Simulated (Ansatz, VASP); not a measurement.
**Ca: VASP beside Ansatz**

```xyz
1
Lattice="-2.1668 2.2052 2.1575 2.2436 -2.2052 2.2347 2.1668 2.2052 -2.1575" Properties=species:S:1:pos:R:3 pbc="T T T"
Ca    0.0384    0.0000    2.1961
```

Change from the starting cell: strain +0.0350 x Voigt [0, 0, 0, 0, 1, 0], atoms carried along.

Alike in both runs: task single point; functional PBE; k mesh 16 × 16 × 16; occupations gaussian, width 0.15 eV; no spin polarisation.

|  | VASP | Ansatz |
| --- | --- | --- |
| version | VASP 6.6.1 | Ansatz 0.2.0 |
| potentials or method | VASP PAW PBE potentials, release 64 (Ca_sv) | scalar-relativistic, plane waves, PAW |
| plane-wave cutoff (eV) | 520 | 420 |
| valence electrons in the cell | 10 | 10 |

```csv
,VASP,Ansatz,Ansatz less VASP
gap on the k mesh at the Fermi level (eV),none,none,-
pressure (GPa),-0.2,-0.2,-0.01
largest component of the traceless stress (GPa),0.48,0.48,-0.001
```

A gap of «none» marks a metal or a gap that the smearing closes.
